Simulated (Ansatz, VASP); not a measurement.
**AlN in VASP and in Ansatz**

```
Al N
1.0
     4.40317    0.00000    0.00000
     0.00000   -4.40317    0.00000
     0.00000    0.00000   -4.40317
Al N
4 4
Cartesian
  0.0000 0.0000 0.0000
  2.2016 -2.2016 0.0000
  2.2016 0.0000 -2.2016
  0.0000 -2.2016 -2.2016
  3.3024 -3.3024 -3.0024
  1.1008 -1.1008 -3.3024
  1.1008 -3.3024 -1.1008
  3.3024 -1.1008 -1.1008
```

Alike in both runs: task single point; functional PBE; k mesh 6 × 6 × 6; occupations gaussian, width 0.05 eV; no spin polarisation.

```csv
,VASP,Ansatz
version,VASP 6.6.1,Ansatz 0.2.0
potentials or method,"VASP PAW PBE potentials, release 64 (Al, N)","scalar-relativistic, plane waves, PAW"
plane-wave cutoff (eV),520,420
valence electrons in the cell,32,32
```

Ansatz gave:

* gap on the k mesh at the Fermi level (eV): 3.01
* least direct gap on the mesh (eV): 3.01
* pressure (GPa): 2.8
* largest component of the traceless stress (GPa): 5.15
* rms of the force components (eV/Å): 1.276

**Question.** What did VASP give for the same quantities?

**Answer.** gap on the k mesh at the Fermi level (eV): 3.00; least direct gap on the mesh (eV): 3.00; pressure (GPa): 2.6; largest component of the traceless stress (GPa): 5.19; rms of the force components (eV/Å): 1.281.

Caveats: forces of over 1 eV/Å show positions far from the minimum, so gaps and moduli don't describe the material at rest. A k mesh can miss the band edges.
